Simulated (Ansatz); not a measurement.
# The polar optical mode of AlAs at 20 GPa, worked through

Method: DFT PBEsol, scalar-relativistic, plane waves, PAW (Ansatz). Plane waves to 420 eV; Γ-centred k mesh 10×10×10; fixed occupations. No spin polarisation. Phonons by linear response, acoustic sum rule imposed.

The cell, relaxed at 20 GPa:
```cif
data_structure
_symmetry_space_group_name_H-M 'F-43m'
_symmetry_Int_Tables_number 216
_cell_length_a 5.3312
_cell_length_b 5.3312
_cell_length_c 5.3312
_cell_angle_alpha 90.000
_cell_angle_beta 90.000
_cell_angle_gamma 90.000
_cell_volume 151.52
loop_
_atom_site_label
_atom_site_type_symbol
_atom_site_symmetry_multiplicity
_atom_site_Wyckoff_symbol
_atom_site_fract_x
_atom_site_fract_y
_atom_site_fract_z
_atom_site_occupancy
Al1 Al 4 a 0.00000 0.00000 0.00000 1
As1 As 4 c 0.25000 0.25000 0.25000 1
```

Other phases may be more stable at this pressure. The bands were filled as in an insulator; under compression the gap may have closed between mesh points.

Linear response gives ν_TO = 436.6 cm⁻¹, Born charges ±2.037 e (positive on Al) and ε∞ = 8.918. The primitive cell holds 37.880 Å³, and the masses are 26.982 and 74.922 amu.

Q: Find ν_LO and the static dielectric constant.

A: The long-wave field adds a restoring force: ω_LO² − ω_TO² = Z*²e²/(ε_vac ε∞ μV). In these units ν_LO² − ν_TO² = 4.92064×10⁷ Z*²/(μ V ε∞) cm⁻², with μ = m₁m₂/(m₁ + m₂) = 19.837 amu: 30461 cm⁻². So ν_LO = √(436.6² + 30461) = 470.2 cm⁻¹, and the run gives 470.2. Lyddane–Sachs–Teller then gives ε0 = ε∞ (ν_LO/ν_TO)² = 10.34, against 10.34 in the run (it forms both from the same three quantities, so the match checks the arithmetic only). Between ν_TO and ν_LO the dielectric function is negative and an undamped crystal reflects fully: a reststrahlen band from 21.3 to 22.9 μm.

Q: What do the Clausius–Mossotti polarisability and the Szigeti charge come to?

A: With the Lorentz local field, α = (3V/4π)(ε∞ − 1)/(ε∞ + 2) = 6.56 Å³ for the pair, and e_S = 3Z*/(ε∞ + 2) = 0.56 e. The Born charge includes the electrons' response to the dipole's own local field, and e_S takes that enhancement out. The Lorentz field assumes point-like polarisable ions, a poor picture once ε∞ is this large, since the electron clouds then overlap or are shared, so both numbers are formal here.

Q: How strongly does a slow electron couple to the LO mode?

A: For one isotropic parabolic band, Fröhlich's constant is α_F = (1/ε∞ − 1/ε0) √(m* Ry/ħω_LO), with Ry = 13.606 eV, ħω_LO = 58.3 meV and m* in free-electron masses: α_F = 0.0155 × 15.28 × √m* = 0.24 √m*. The band mass isn't part of this run; for m* = 0.1, 0.3 and 1 it gives 0.07, 0.13, 0.24. In weak coupling the polaron lies α_F ħω_LO below the band edge (8 meV at m* = 0.3) with a mass m*(1 + α_F/6); past α_F of about 5 or 6 that expansion fails. A semilocal functional's ε∞ tends to be too large, which taken alone lowers α_F.

The polar response of compressed AlAs is mainly electronic: lattice motion raises the dielectric constant only from 8.918 to 10.34. The Born charges are sizeable, but the polarisable sp³ bonding electrons screen the long-range field they produce. Most of the LO mode's restoring force is therefore already present in the TO mode, and the macroscopic field adds only a modest stiffening. A Born charge of about 2 e measures how polarisation changes as the sublattices move, including charge flow along the bonds, so it is not a static ionic charge on Al.

The same small lattice contribution keeps the Fröhlich coupling weak for all three trial masses, which favours a large, mobile polaron over a self-trapped one, as far as this polar mode is concerned. The conduction minimum of zinc-blende AlAs lies near X, however, and compression normally favours that valley over Γ. Its mass is strongly anisotropic, so a single isotropic m* can give the scale of the coupling but not the directional mass enhancement of a real electron.
